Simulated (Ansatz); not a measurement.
6 insulators and semiconductors (one withheld from the table), relaxed with r2SCAN and computed in the plane-wave code Ansatz, in order of their electronic dielectric constant. No spin polarisation and no zero-point or thermal motion.

```
               solid  mean ε∞, r2SCAN  gap, r2SCAN (eV)  gap, HSE06 (eV)  gap, PBE0 (eV)  PBE0 − HSE06 (eV)
      NaF (rocksalt)              1.8              7.28             8.63            9.40              +0.77
    BeS (zincblende)              4.9              3.59             4.09            4.80              +0.71
      CdS (wurtzite)              5.4              1.63             2.19            2.83              +0.64
     MgSe (rocksalt)              5.8              2.48             2.66            3.35              +0.69
Mg2Si (antifluorite)             12.8              0.45             0.56            1.17              +0.61
```

Problem. CdSe (zincblende) has a = 6.136 Å and an r2SCAN gap of 1.04 eV. Estimate its row.

Solution.
```tsv
solid	mean ε∞, r2SCAN	gap, r2SCAN (eV)	gap, HSE06 (eV)	gap, PBE0 (eV)	PBE0 − HSE06 (eV)
CdSe (zincblende)	6.6	1.04	1.48	2.08	+0.60
```

HSE06 opens the r2SCAN gap by 0.12 to 1.35 eV: more where screening is weak (correlation with 1/ε∞ of 0.96).

The runs are scalar-relativistic, without spin-orbit coupling.

The meshes of the hybrids are coarse, so their gaps aren't converged to the digits shown.
